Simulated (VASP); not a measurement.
CdS:

```
Cd S
1.0
     0.00000    2.75324    2.75324
     2.75324    0.00000    2.75324
     2.75324    2.75324    0.00000
Cd S
1 1
Direct
  0.00000 0.00000 0.00000
  0.50000 0.50000 0.50000
```

Measurements of this composition are mostly on another form, of space group No. 186.

Program: VASP 6.6.1. Alike in all runs: cell as given; cutoff (eV) 520.

Order these runs on this cell by their pressure, lowest first.
A. level r2SCANh; potentials or basis VASP PAW PBE potentials, release 64 (Cd, S); spin off; k mesh 4 × 4 × 4; smearing fermi-dirac 0.1 eV; grid for exact exchange (PRECFOCK) Fast; exchange at q = 0 default; mesh quality coarse
B. level RPBE; potentials or basis VASP PAW PBE potentials, release 54 (Cd, S); spin off; k mesh 8 × 8 × 8; smearing gaussian 0.1 eV; mesh quality not flagged
C. level PBE; potentials or basis VASP PAW PBE potentials, release 64 (Cd, S); spin off; k mesh 8 × 8 × 8; smearing fermi-dirac 0.05 eV; mesh quality not flagged
D. level PBEsol; potentials or basis VASP PAW PBE potentials, release 64 (Cd, S); spin SOC, no magnetisation; k mesh 6 × 6 × 6; smearing fermi-dirac 0.05 eV; mesh quality not flagged

D (-4.0 GPa), A (-1.9 GPa), C (-0.1 GPa), B (2.5 GPa).

Caveats: some runs use coarse meshes; the PAW data sets were made with another functional, which shifts forces and pressure a little (some runs).
